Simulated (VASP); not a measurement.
# Os (Fm-3m) in VASP: further runs

One crystal, Os, is run at these levels: PBE+D3(BJ); tasks: single point, relaxation of cell and atoms.

Everything below comes from runs of VASP 6.6.1. Logs are shortened: lines on timing, memory, paths and dates and some standing lists are left out, and cuts for length are marked.

**1. Starting point**

It takes space group Fm-3m (No. 225, cubic). The conventional cell has a = 3.832 Å, b = 3.832 Å, c = 3.832 Å, α = 90.00°, β = 90.00°, γ = 90.00°. Around Os (site symmetry m-3m) lie 12 Os at 2.71 Å.

This isn't the form of Os at room conditions, which is hcp.

**2. Single point, PBE+D3(BJ)**

INCAR

```
SYSTEM = Os
  ALGO = Fast
  EDIFF = 1E-6
  ENCUT = 520
  GGA = PE
  ISIF = 2
  ISMEAR = 0
  IVDW = 12
  LASPH = .TRUE.
  LCHARG = .FALSE.
  LREAL = .FALSE.
  LWAVE = .FALSE.
  NBANDS = 10
  NELM = 100
  PREC = Accurate
  SIGMA = 0.1
```

KPOINTS

```
k-points
0
G
  18 18 18
  0 0 0
```

POSCAR

```
Os
1.0
    0.0000000000      1.9158556741      1.9158556741
    1.9158556741      0.0000000000      1.9158556741
    1.9158556741      1.9158556741      0.0000000000
Os
1
Direct
    0.0000000000      0.0000000000      0.0000000000
```

Potentials or basis: VASP PAW PBE potentials, release 64 (Os).

The run is started by

```
> cat potpaw_PBE.64/Os/POTCAR > POTCAR
> mpirun -np 1 vasp_std > vasp.out
```

OUTCAR:

```text
SYSTEM = Os
   EDIFF = 1E-6
   ENCUT = 520
   GGA = PE
   ISIF = 2
   ISMEAR = 0
   IVDW = 12
   LASPH = .TRUE.
   LREAL = .FALSE.
   NELM = 100
   PREC = Accurate
 IVDW          = 12

 ion  position               nearest neighbor table
   1  0.000  0.000  0.000-

  LATTYP: Found a face centered cubic cell.
 ALAT       =     3.8317113482

  Lattice vectors:

 A1 = (   0.0000000000,   1.9158556741,   1.9158556741)
 A2 = (   1.9158556741,   0.0000000000,   1.9158556741)
 A3 = (   1.9158556741,   1.9158556741,   0.0000000000)

Analysis of symmetry for initial positions (statically):
=====================================================================
 Subroutine PRICEL returns:
 Original cell was already a primitive cell.

 Routine SETGRP: Setting up the symmetry group for a
 face centered cubic supercell.

 Subroutine GETGRP returns: Found 48 space group operations
 (whereof 48 operations were pure point group operations)
 out of a pool of 48 trial point group operations.

The static configuration has the point symmetry O_h .

Analysis of symmetry for dynamics (positions and initial velocities):
=====================================================================
 Subroutine PRICEL returns:
 Original cell was already a primitive cell.

 Routine SETGRP: Setting up the symmetry group for a
 face centered cubic supercell.

 Subroutine GETGRP returns: Found 48 space group operations
 (whereof 48 operations were pure point group operations)
 out of a pool of 48 trial point group operations.

The dynamic configuration has the point symmetry O_h .

 Subroutine INISYM returns: Found 48 space group operations
 (whereof 48 operations are pure point group operations),
 and found     1 'primitive' translations

----------------------------------------------------------------------------------------

                                     Primitive cell

  volume of cell :      14.0643

  direct lattice vectors                    reciprocal lattice vectors
     0.000000000  1.915855674  1.915855674    -0.260979993  0.260979993  0.260979993
     1.915855674  0.000000000  1.915855674     0.260979993 -0.260979993  0.260979993
     1.915855674  1.915855674  0.000000000     0.260979993  0.260979993 -0.260979993

  length of vectors
     2.709429078  2.709429078  2.709429078     0.452030607  0.452030607  0.452030607

  position of ions in fractional coordinates (direct lattice)
     0.000000000  0.000000000  0.000000000

  ion indices of the primitive-cell ions
   primitive index   ion index
                 1           1

----------------------------------------------------------------------------------------

 KPOINTS: k-points

Automatic generation of k-mesh.
 Grid dimensions read from file:
 generate k-points for:   18   18   18

 Generating k-lattice:

  Cartesian coordinates                     Fractional coordinates (reciprocal lattice)
    -0.014498888  0.014498888  0.014498888     0.055555556  0.000000000  0.000000000
     0.014498888 -0.014498888  0.014498888     0.000000000  0.055555556  0.000000000
     0.014498888  0.014498888 -0.014498888     0.000000000  0.000000000  0.055555556

  Length of vectors
     0.025112812  0.025112812  0.025112812

  Shift w.r.t. Gamma in fractional coordinates (k-lattice)
     0.000000000  0.000000000  0.000000000

 Subroutine IBZKPT returns following result:
 ===========================================

 Found    195 irreducible k-points:

 Following reciprocal coordinates:
            Coordinates               Weight
  0.000000  0.000000  0.000000      1.000000
  0.055556  0.000000  0.000000      8.000000
  0.111111  0.000000  0.000000      8.000000
  0.166667  0.000000  0.000000      8.000000
  0.222222  0.000000  0.000000      8.000000
  0.277778  0.000000  0.000000      8.000000
[... 16 lines left out ...]
 -0.277778  0.055556  0.000000     24.000000
 -0.222222  0.055556  0.000000     24.000000
 [... further k-points ...]
   k-points           NKPTS =    195   k-points in BZ     NKDIM =    195   number of bands    NBANDS=     10
   number of dos      NEDOS =    301   number of ions     NIONS =      1
   total plane-waves  NPLWV =   8000
   dimension x,y,z NGX =    20 NGY =   20 NGZ =   20
   dimension x,y,z NGXF=    40 NGYF=   40 NGZF=   40
   ions per type =               1
   NGX,Y,Z   is equivalent  to a cutoff of  12.27, 12.27, 12.27 a.u.
   NGXF,Y,Z  is equivalent  to a cutoff of  24.54, 24.54, 24.54 a.u.
 SYSTEM =  Os
   PREC   = accura    normal or accurate (medium, high low for compatibility)
   ISTART =      0    job   : 0-new  1-cont  2-samecut
   ICHARG =      2    charge: 1-file 2-atom 10-const
   ISPIN  =      1    spin polarized calculation?
   LNONCOLLINEAR =      F non collinear calculations
   LSORBIT =      F    spin-orbit coupling
   LASPH  =      T    aspherical Exc in radial PAW
   ENCUT  =  520.0 eV  38.22 Ry    6.18 a.u.   5.04  5.04  5.04*2*pi/ulx,y,z
   NELM   =    100;   NELMIN=  2; NELMDL= -5     # of ELM steps
   EDIFF  = 0.1E-05   stopping-criterion for ELM
   LREAL  =      F    real-space projection
   EDIFFG = 0.1E-04   stopping-criterion for IOM
   NSW    =      0    number of steps for IOM
   IBRION =     -1    ionic relax: 0-MD 1-quasi-New 2-CG
   NFREE  =      0    steps in history (QN), initial steepest desc. (CG)
   ISIF   =      2    stress and relaxation
   ISYM   =      2    0-nonsym 1-usesym 2-fastsym
   POTIM  = 0.5000    time-step for ionic-motion
   TEBEG  =    0.0;   TEEND  =   0.0 temperature during run
   PSTRESS=    0.0 pullay stress
   NELECT =       8.0000    total number of electrons
   NUPDOWN=      -1.0000    fix difference up-down
   EMIN   =  10.00;   EMAX   =-10.00  energy-range for DOS
   EFERMI =   0.00;   METHOD = LEGACY
   ISMEAR =     0;   SIGMA  =   0.10  broadening in eV -4-tet -1-fermi 0-gaus
   EFERMI_NEDOS =   21; number of points for ismear=-14 and -15
   IALGO  =     68    algorithm
   IMIX   =      4    mixing-type and parameters
     AMIX     =   0.40;   BMIX     =  1.00
     AMIX_MAG =   1.60;   BMIX_MAG =  1.00
  volume/ion in A,a.u.               =      14.06        94.91
  Fermi-wavevector in a.u.,A,eV,Ry     =   1.356434  2.563289 25.033543  1.839914
  Thomas-Fermi vector in A             =   2.483438
   LORBIT       =      0    0 simple, 1 ext, 2 COOP (PROOUT), +10 PAW based schemes
   GGA     = PE    functional components
   LHFCALC =     F    Hartree Fock is set to
   AEXX    =    0.0000 exact exchange contribution
   IVDW    =    12    specifies the selected vdW correction
   LEPSILON=     F    determine dielectric tensor
   LRPA    =     F    only Hartree local field effects (RPA)
 non-spin polarized calculation
 RMM-DIIS sequential band-by-band and
 Gauss-broadening in eV      SIGMA  =   0.10
  energy-cutoff  :      520.00
  volume of cell :       14.06
 maximum number of plane-waves:       392
   NGX =  9   NGY =  9   NGZ =  9

 number of electron       8.0000000 magnetization

 Free energy of the ion-electron system (eV)
  ---------------------------------------------------
  ext. energy  EPLUGINS =         0.00000000
  ---------------------------------------------------
  free energy    TOTEN  =       -11.10889176 eV

  energy without entropy =      -11.10493250  energy(sigma->0) =      -11.10691213

 E-fermi :   9.2301     XC(G=0): -14.0253

 val. band max:        9.1899489716   @ k =  -0.3889   0.3333   0.0000
 cond. band min:       9.2351543967   @ k =  -0.2222   0.2778   0.0556
 fundamental gap:      0.0452054250
 Fermi energy:         9.2300601349

 k-point     1 :       0.0000    0.0000    0.0000
  band No.  band energies     occupation
      1      -1.5105      2.00000
      2       6.2893      2.00000
      3       6.2893      2.00000
      4       6.2893      2.00000
      5       9.3172      0.21804
      6       9.3172      0.21804
      7      23.5240      0.00000
      8      29.3120      0.00000
      9      29.3120      0.00000
     10      29.3120      0.00000

 k-point     2 :       0.0556    0.0000    0.0000
  band No.  band energies     occupation
      1      -1.3662      2.00000
      2       6.2006      2.00000
      3       6.3554      2.00000
      4       6.3554      2.00000
      5       9.2684      0.58804
      6       9.2684      0.58804
      7      23.7943      0.00000
      8      28.5516      0.00000
      9      29.5680      0.00000
     10      29.5680      0.00000

 k-point     3 :       0.1111    0.0000    0.0000
  band No.  band energies     occupation
      1      -0.9491      2.00000
      2       5.9733      2.00000
      3       6.5284      2.00000
      4       6.5284      2.00000
      5       9.1609      1.67171
      6       9.1609      1.67171
      7      24.5340      0.00000
      8      27.1302      0.00000
      9      30.3142      0.00000
     10      30.3142      0.00000

 k-point     4 :       0.1667    0.0000    0.0000
  band No.  band energies     occupation
      1      -0.3130      2.00000
      2       5.7126      2.00000
      3       6.7205      2.00000
      4       6.7205      2.00000
      5       9.1126      1.90332
      6       9.1126      1.90332
      7      25.1737      0.00000
      8      26.0785      0.00000
      9      31.4894      0.00000
     10      31.4894      0.00000
[... 222 lines left out ...]
 k-point    22 :      -0.3333    0.0556    0.0000
  band No.  band energies     occupation
      1       1.6705      2.00000
      2       6.3501      2.00000
      3       6.5082      2.00000
      4       6.6029      2.00000
      5      10.2209      0.00000
      6      11.2326      0.00000
      7      21.1062      0.00000
      8      25.0046      0.00000
      9      30.9198      0.00000
     10      33.0090      0.00000

 k-point    23 :      -0.2778    0.0556    0.0000
  band No.  band energies     occupation
      1       1.3787      2.00000
      2       5.7948      2.00000
      3       6.5850      2.00000
      4       6.7190      2.00000
      5       9.5021      0.00012
      6      10.5460      0.00000
      7      22.5154      0.00000
      8      26.3471      0.00000
      9      32.1094      0.00000
     10      33.5197      0.00000

 k-point    24 :      -0.2222    0.0556    0.0000
  band No.  band energies     occupation
      1       0.7915      2.00000
      2       5.4695      2.00000
      3       6.7652      2.00000
      4       6.8793      2.00000
      5       8.9477      1.99993
      6       9.9353      0.00000
      7      23.8188      0.00000
      8      26.9844      0.00000
      9      32.0868      0.00000
     10      33.3030      0.00000

 [... further k-points ...]

------------------------ aborting loop because EDIFF is reached ----------------------------------------

 Edisp (eV)   -0.65068

 E8    (eV) :    -0.3198

  FORCE on cell =-STRESS in cart. coord.  units (eV):
  Direction    XX          YY          ZZ          XY          YZ          ZX
  --------------------------------------------------------------------------------------
  -------------------------------------------------------------------------------------
  Total       0.01280     0.01280     0.01280     0.00000    -0.00000     0.00000
  in kB       1.45843     1.45843     1.45843     0.00000    -0.00000     0.00000
  external pressure =        1.46 kB  Pullay stress =        0.00 kB

 VOLUME and BASIS-vectors are now :
 -----------------------------------------------------------------------------
  energy-cutoff  :      520.00
  volume of cell :       14.06
      direct lattice vectors                 reciprocal lattice vectors
     0.000000000  1.915855674  1.915855674    -0.260979993  0.260979993  0.260979993
     1.915855674  0.000000000  1.915855674     0.260979993 -0.260979993  0.260979993
     1.915855674  1.915855674  0.000000000     0.260979993  0.260979993 -0.260979993

 POSITION                                       TOTAL-FORCE (eV/Angst)
 -----------------------------------------------------------------------------------
      0.00000      0.00000      0.00000         0.000000      0.000000      0.000000
 -----------------------------------------------------------------------------------
    total drift:                                0.000000     -0.000000     -0.000000

  FREE ENERGIE OF THE ION-ELECTRON SYSTEM (eV)
  ---------------------------------------------------
  free  energy   TOTEN  =       -11.7595734458 eV

  energy  without entropy=      -11.7556141895  energy(sigma->0) =      -11.75759382
```

Wall time 13 s (1 thread of Intel Xeon Platinum 8488C (Sapphire Rapids), shared host); peak memory 0.15 GiB.

Results:

```
Free energy                : -11.7596 eV
Pressure                   : 0.1 GPa
Band gap on the k mesh     : none (metal or under the smearing width)
Dispersion energy per atom : -0.651 eV
```

Caveat: pairwise dispersion overbinds metals, which lowers pressure and volume. The run has no spin-orbit coupling, so splittings on Os are missing.

**3. Relaxation of cell and atoms, PBE+D3(BJ)**

This run uses another cell than the first one, of 14.20 Å³/atom, 1.010 times its volume.

INCAR

```
SYSTEM = Os
  PREC = Accurate
  ENCUT = 600
  EDIFF = 1E-7
  ISMEAR = 0
  SIGMA = 0.1
  LREAL = .False.
  LASPH = .True.
  NELM = 100
  ALGO = Normal
  ISIF = 3
  LWAVE = .False.
  LCHARG = .False.
  GGA = PE
  IVDW = 12
  IBRION = 2
  NSW = 100
  EDIFFG = -0.005
```

KPOINTS

```
regular mesh
0
Gamma
  18 18 18
  0 0 0
```

POSCAR

```
Os
1.0
    0.0000000000      1.9220413878      1.9220413878
    1.9220413878      0.0000000000      1.9220413878
    1.9220413878      1.9220413878      0.0000000000
Os
1
Direct
    0.0000000000      0.0000000000      0.0000000000
```

Potentials or basis: VASP PAW PBE potentials, release 64 (Os).

The run is started by

```
> cat potpaw_PBE.64/Os/POTCAR > POTCAR
> mpirun -np 1 vasp_std > vasp.out
```

Run time: 29 s. Hardware: 1 thread of Intel Xeon Platinum 8488C (Sapphire Rapids), shared host; peak memory 0.18 GiB.

The run converged. Its results:

```yaml
Free_energy: -11.7604 eV
Relaxed_volume: 14.07 Å³/atom
Relaxed_cell: a = 2.710 Å, b = 2.710 Å, c = 2.710 Å, α = 60.00°, β = 60.00°, γ = 60.00°
Space_group_after_relaxing_to_0.05_Å: Fm-3m (No. 225)
Energy_gained_by_relaxing: 1.5 meV/atom
Ionic_steps: 3
Pressure_after_relaxing: 0.0 GPa
Band_gap_on_the_k_mesh: none (metal or under the smearing width)
Dispersion_energy_per_atom: -0.650 eV
```

Step by step:
| step | energy change (eV) | largest force (eV/Å) | pressure (GPa) | volume (Å³) |
| --- | --- | --- | --- | --- |
| 1 | 0.0000 | 0.0000 | -3.76 | 14.20 |
| 2 | 0.0282 | 0.0000 | 18.27 | 13.53 |
| 3 | -0.0015 | 0.0000 | -0.05 | 14.07 |

Final structure:
```yaml
crystal:
  lattice:
    - [0.00000, 1.91627, 1.91627]
    - [1.91627, 0.00000, 1.91627]
    - [1.91627, 1.91627, 0.00000]
  atoms:
    - { symbol: Os, position: [0.00000, 0.00000, 0.00000] }
```

Levels at points of the mesh, in eV from the Fermi level:
```csv
k point,band 2,band 3,band 4,band 5,band 6,band 7
"(0.00, 0.00, 0.00)",-2.94,-2.94,-2.94,0.09,0.09,14.29
"(0.50, 0.00, 0.00)",-3.10,-3.10,-0.18,2.49,2.49,8.99
"(0.50, 0.50, 0.00)",-6.80,2.39,2.44,3.17,3.17,12.29
```

Caveat: pairwise dispersion overbinds metals, which lowers pressure and volume. The run has no spin-orbit coupling, so splittings on Os are missing.

**4. Single point, PBE+D3(BJ)**

This run uses another cell than the first one, of 14.20 Å³/atom, 1.010 times its volume.

INCAR

```
SYSTEM = Os
PREC = Accurate
ENCUT = 520
EDIFF = 1E-7
ISMEAR = 0
SIGMA = 0.1
LREAL = .FALSE.
LASPH = .TRUE.
NELM = 100
ALGO = Normal
ISIF = 2
LWAVE = .FALSE.
LCHARG = .TRUE.
GGA = PE
IVDW = 12
LELF = .TRUE.
LVHAR = .TRUE.
NBANDS = 10
```

KPOINTS

```
regular mesh
0
G
  8 8 8
  0 0 0
```

POSCAR is that of step 3.

The run is started by

```
> cat potpaw_PBE.64/Os/POTCAR > POTCAR
> mpirun -np 1 vasp_std > vasp.out
```

It took 3.6 s on 1 thread of Intel Xeon Platinum 8488C (Sapphire Rapids), shared host; peak memory 0.13 GiB.

Results (log left out):

| Property | Result |
| --- | --- |
| Free energy | -11.7691 eV |
| Pressure | -3.9 GPa |
| Band gap on the k mesh | none (metal or under the smearing width) |
| Dispersion energy per atom | -0.644 eV |

Levels at points of the mesh, in eV from the Fermi level:
| k point | band 2 | band 3 | band 4 | band 5 | band 6 | band 7 |
| --- | --- | --- | --- | --- | --- | --- |
| (0.00, 0.00, 0.00) | -2.74 | -2.74 | -2.74 | 0.24 | 0.24 | 14.48 |
| (0.50, 0.00, 0.00) | -2.90 | -2.90 | -0.02 | 2.60 | 2.60 | 9.03 |
| (0.50, 0.50, 0.00) | -6.54 | 2.54 | 2.56 | 3.28 | 3.28 | 12.27 |

Caveat: pairwise dispersion overbinds metals, which lowers pressure and volume.

**5. Summary**

| task | cell | k mesh | cutoff (eV) | gap on the mesh (eV) | pressure (GPa) |
| --- | --- | --- | --- | --- | --- |
| single point | Fm-3m, 14.06 Å³/atom | 18 × 18 × 18 | 520 | none | 0.1 |
| relaxation of cell and atoms | relaxed | 18 × 18 × 18 | 600 | none | 0.0 |
| single point | Fm-3m, 14.2 Å³/atom | 8 × 8 × 8 | 520 | none | -3.9 |

Alike in all rows: level PBE+D3(BJ); potentials or basis VASP PAW PBE potentials, release 64 (Os); no spin polarisation; smearing gaussian 0.1 eV.

Caveats: pairwise dispersion overbinds metals, which lowers pressure and volume.

Total energies depend on the potentials used, so only differences within one code and one set of settings carry meaning.
